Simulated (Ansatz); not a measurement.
SnS: experiment and calculation

**Experimental background.**

“Linear dichroism of the optical properties of SnS and SnSe van der Waals crystals”, 2024, arxiv:2409.17412 reports, for a bulk crystal of SnS at 300 K: band gap 1.09 eV (indirect).

The runs below are set against these values where they give the same quantity.

The calculation used DFT PBE, scalar-relativistic, plane waves, PAW in Ansatz 0.2.0.

Cutoff 420 eV; k points 4×8×6 on the computed 8-atom cell (Γ-centred); Gaussian smearing, width 0.02 eV; no spin polarisation.

Relaxed structure, symmetry kept:

```yaml
crystal:
  lattice:
    - [11.44551, 0.00000, 0.00000]
    - [0.00000, 4.02328, 0.00000]
    - [0.00000, 0.00000, 4.45420]
  atoms:
    - { symbol: Sn, position: [0.12154, 0.25000, 0.13001] }
    - { symbol: Sn, position: [0.37846, 0.75000, 0.63001] }
    - { symbol: Sn, position: [0.62154, 0.25000, 0.36999] }
    - { symbol: Sn, position: [0.87846, 0.75000, 0.86999] }
    - { symbol: S, position: [0.84990, 0.25000, 0.47744] }
    - { symbol: S, position: [0.65010, 0.75000, 0.97744] }
    - { symbol: S, position: [0.34990, 0.25000, 0.02256] }
    - { symbol: S, position: [0.15010, 0.75000, 0.52256] }
```

* Space group: Pnma (No. 62)
* Volume per atom: 25.64 Å³
* Formation energy from the elements' standard states (uncorrected): -0.457 eV/atom
* Kohn–Sham band gap: 0.95 eV
* Löwdin character of the top 1 eV of the valence band: S 3p 58 %, Sn 5s 22 %, Sn 5p 17 %
* Löwdin character of the lowest 1 eV of the conduction band: Sn 5p 63 %, S 3p 16 %, S 3s 9 %, Sn 5s 8 %, unprojected 4 %
* Bader charges (e): Sn (4 in the cell) 0.96, S (4 in the cell) -0.96

Against the measured band gap of SnS, 1.09 eV (indirect; 300 K; the paper above), the calculated 0.95 eV is off by -0.14 eV. 2 values of this kind are on record (1.09 to 1.16 eV); this one was drawn at random. Kohn–Sham gaps of semilocal functionals fall short of measured ones as a rule; spin-orbit coupling, left out here, would usually lower the calculated gap of a compound with heavy elements. Lattice constants aren't compared, since papers order the axes of such cells in different ways.

Cost: 1 run of about 4.9 core-minutes, on Intel Xeon Platinum 8259CL (Skylake/Cascade Lake) (shared hosts).